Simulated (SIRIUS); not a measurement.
**RbBr in SIRIUS: convergence with gk cutoff**

The system is RbBr.

```
CELL_PARAMETERS angstrom
0.00000 3.42700 3.42700
3.42700 0.00000 3.42700
3.42700 3.42700 0.00000
ATOMIC_POSITIONS crystal
Rb 0.00000 0.00000 0.00000
Br 0.50000 0.50000 0.50000
```

* Program: SIRIUS 7.12.0
* Task: convergence study
* Functional: PBEsol
* Potentials or basis: all-electron FP-LAPW
* Cutoff: 51 eV
* Basis: apw+lo standard
* k mesh: 7 × 7 × 7
* Occupations: fermi-dirac, width 0.05 eV
* Spin: no spin polarisation

These are the settings of the first run; the series varies gk cutoff, with any setting tied to it.

Hardware: 1 thread of Arm Neoverse V1 (shared host).

Problem. The values tried are 1.93 1/bohr, 2.28 1/bohr, 2.63 1/bohr, 2.98 1/bohr, 3.33 1/bohr, 3.68 1/bohr, 4.03 1/bohr, loosest first. From which on does the gap on the mesh stay within 0.01 eV of the tightest run that finished?

Solution. From 2.98 1/bohr on.

| gk cutoff | energy less the tightest run, at zero smearing (meV/atom) | gap on the mesh (eV) | SCF cycles | CPU time (s) | peak memory (GiB) |
| --- | --- | --- | --- | --- | --- |
| 1.93 1/bohr | 1748.88 | 4.294 | 9 | 45 | 0.49 |
| 2.28 1/bohr | 462.36 | 4.245 | 8 | 44 | 0.5 |
| 2.63 1/bohr | 123.82 | 4.228 | 8 | 48 | 0.51 |
| 2.98 1/bohr | 33.19 | 4.221 | 7 | 51 | 0.52 |
| 3.33 1/bohr | 8.62 | 4.218 | 7 | 62 | 0.55 |
| 3.68 1/bohr | 1.88 | 4.217 | 7 | 89 | 0.61 |
| 4.03 1/bohr | 0.00 | 4.216 | 7 | 140 | 0.72 |

Not settled before the last step: the energy (to 1 meV/atom). The tightest run that finished is the yardstick and may itself not be fully converged.

Caveat, for the tightest run too: an odd mesh through Γ misses points on the zone boundary, where band edges often lie.
